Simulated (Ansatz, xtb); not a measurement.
**Relative energy of two isomers of C3H4N2**

We compare X, `[H]/N=C(\C)C#N`, a singlet, with Y, `c1cn[nH]c1`, a singlet. Both are isolated molecules in the gas phase, relaxed with B3LYP/def2-SVP.

X (Å):

```xyz
9

C    -1.5008    0.8007   -1.7509
C    -1.6572   -0.5958   -1.1958
C    -0.7317   -0.9345   -0.1167
N    -2.4876   -1.4920   -1.5552
N     0.0213   -1.1595    0.7356
H    -2.2277    0.9806   -2.5563
H    -0.4818    0.9465   -2.1452
H    -1.6499    1.5499   -0.9562
H    -3.0813   -1.1394   -2.3160
```

Y (Å):

```json
{"atom": "C", "x (Å)": "-0.5678", "y (Å)": "0.0441", "z (Å)": "-1.6277"}
{"atom": "C", "x (Å)": "-1.6214", "y (Å)": "0.8990", "z (Å)": "-2.0391"}
{"atom": "C", "x (Å)": "-1.1898", "y (Å)": "-0.9102", "z (Å)": "-0.8407"}
{"atom": "N", "x (Å)": "-2.7946", "y (Å)": "0.5079", "z (Å)": "-1.5493"}
{"atom": "N", "x (Å)": "-2.5101", "y (Å)": "-0.5855", "z (Å)": "-0.8293"}
{"atom": "H", "x (Å)": "0.4901", "y (Å)": "0.1131", "z (Å)": "-1.8692"}
{"atom": "H", "x (Å)": "-1.5666", "y (Å)": "1.7837", "z (Å)": "-2.6735"}
{"atom": "H", "x (Å)": "-3.2587", "y (Å)": "-1.0713", "z (Å)": "-0.3500"}
{"atom": "H", "x (Å)": "-0.8034", "y (Å)": "-1.7730", "z (Å)": "-0.3020"}
```

Q: Which of the two would you expect CCSD(T)/def2-SVP + ΔMP2/def2-TZVPP electronic energies to favour?

A: Structure Y; the calculation gives E(Y) − E(X) = −14.9 kJ/mol.

Level by level:

```
                             level        geometry  E(Y) − E(X) (kJ/mol)  departure from the last row (kJ/mol)  job, with rough time for the two
                          GFN2-xTB        GFN2-xTB                  −139.5                                −124.5               optimisation, 0.1 s
                         HF/STO-3G        GFN2-xTB                   −40.4                                 −25.5              single point, 0.18 s
                r2SCAN-D4/def2-SVP        GFN2-xTB                   −67.4                                 −52.5                 single point, 2 s
                    B3LYP/def2-SVP  B3LYP/def2-SVP                   −42.0                                 −27.0               optimisation, 9.9 s
                       HF/def2-SVP  B3LYP/def2-SVP                    +5.9                                 +20.9           part of the CCSD(T) run
                      MP2/def2-SVP  B3LYP/def2-SVP                   −23.5                                  −8.6           part of the CCSD(T) run
                  CCSD(T)/def2-SVP  B3LYP/def2-SVP                    −7.9                                  +7.1                      single point
CCSD(T)/def2-SVP + ΔMP2/def2-TZVPP  B3LYP/def2-SVP                   −14.9                                                     single point, 9.1 s
```

As drawn, Y has 2 C∷C, 2 C∷N, 1 N∷N in place of 1 C=N, 2 C–C, 1 C≡N (∷ is an aromatic bond). Structure X has no ring, Y a 5-membered ring (with an aromatic ring).

HF/def2-SVP puts the two in the other order. The largest departure from CCSD(T)/def2-SVP + ΔMP2/def2-TZVPP is that of GFN2-xTB, 124.5 kJ/mol. The last row adds to CCSD(T) the change of the MP2 difference between the two basis sets, here −7.1 kJ/mol.

With harmonic frequencies from B3LYP/def2-SVP (ideal gas, rigid rotor, one conformer each, 298.15 K, 1 atm): the zero-point term adds +10.4 kJ/mol; ΔH is −8.8 and ΔG +0.8 kJ/mol. In free energy the two are nearly level.

The correlated steps freeze 5 core orbitals. Programs: Ansatz 0.2.0, xtb 6.7.1; the last row on 4 threads of Arm Neoverse V1 on a shared host.
